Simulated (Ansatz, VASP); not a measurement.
**Two plane-wave programs on I**

```
I
1.0
     4.16487    0.00000    0.00000
    -2.08243    3.60688    0.00000
     0.00000    0.00000    9.51237
I
4
Direct
  0.00000 0.00000 0.00000
  0.00000 0.00000 0.50000
  0.33333 0.66667 0.75000
  0.66667 0.33333 0.25000
```

Alike in both runs: task relaxation of cell and atoms; functional PBEsol; k mesh 15 × 15 × 6; occupations gaussian, width 0.1 eV; no spin polarisation.

```csv
,VASP,Ansatz
version,VASP 6.6.1,Ansatz 0.2.0
potentials or method,"VASP PAW PBE potentials, release 64 (I)","scalar-relativistic, plane waves, PAW"
plane-wave cutoff (eV),600,420
valence electrons in the cell,28,68
```

|  | VASP | Ansatz | Ansatz less VASP |
| --- | --- | --- | --- |
| gap on the k mesh at the Fermi level, each at its own relaxed structure (eV) | none | none | - |
| relaxed volume (Å³/atom) | 35.73 | 35.90 | +0.174 |
| relaxed cell length with the largest relative difference (Å) | 4.166 | 4.184 | +0.0175 |

A gap of «none» marks a metal or a gap that the smearing closes. The two sets of potentials don't hold the same shells in valence.

Caveats: the PAW data sets were made with another functional, which shifts forces and pressure a little (VASP). The runs have no spin-orbit coupling, so splittings on I are missing.
